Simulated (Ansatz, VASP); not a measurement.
V in VASP and in Ansatz

File INCAR:

```
  PREC = Accurate
  ENCUT = 520
  EDIFF = 1E-7
  ISMEAR = -1
  SIGMA = 0.1
  LREAL = False
  LASPH = True
  NELM = 80
  ALGO = Normal
  ISIF = 2
  LWAVE = False
  LCHARG = False
  GGA = RE
  NBANDS = 20
```

The input KPOINTS:

```
Automatic mesh
0
Gamma
  15 15 8
```

Contents of POSCAR:

```
V
1.0
    2.5596759220      0.0000000000      0.0000000000
   -1.2798379610      2.2167443739      0.0000000000
    0.0000000000      0.0000000000      4.5758456290
V
2
Direct
    0.3333333333      0.6666666667      0.2500000000
    0.6666666667      0.3333333333      0.7500000000
```

Input for Ansatz:

```yaml
crystal:
  lattice:
    - [2.559675922, 0.0, 0.0]
    - [-1.279837961, 2.2167443739, 0.0]
    - [0.0, 0.0, 4.575845629]
  atoms:
    - { symbol: V, position: [0.3333333333, 0.6666666667, 0.25] }
    - { symbol: V, position: [0.6666666667, 0.3333333333, 0.75] }
hamiltonian:
  xc: revpbe
  pseudopotentials:
    kind: paw
    azcp:
      V: "pseudopotentials/V.paw.azcp"
basis:
  ecutwfc: 420
  fft_grid_basis: typed
kpoints:
  mp_grid: { grid: [15, 15, 8], shift: [0, 0, 0] }
magnetization:
  spin_polarized: false
scf:
  occupations: { method: fermi_dirac, width: 0.1 }
  lower_state_search: "off"
output:
  stress: true
```

Alike in both runs: task single point; functional revPBE; k mesh 15 × 15 × 8; occupations fermi-dirac, width 0.1 eV; no spin polarisation.

|  | VASP | Ansatz |
| --- | --- | --- |
| version | VASP 6.6.1 | Ansatz 0.2.0 |
| potentials or method | VASP PAW PBE potentials, release 64 (V_sv) | plane waves (420 eV) with PAW, scalar-relativistic |
| plane-wave cutoff (eV) | 520 | 420 |
| valence electrons in the cell | 26 | 26 |

```tsv
	VASP	Ansatz	Ansatz less VASP
pressure (GPa)	16.5	16.2	-0.30
largest component of the traceless stress (GPa)	0.06	0.06	-0.002
```

With one functional, cell and mesh, what is left measures potentials, basis and numerics.

Caveats: so large a pressure means that the cell lies far from this level's equilibrium, or that cutoff or potentials fall short (VASP); the potentials were made for another functional, which shifts forces and pressure (VASP).
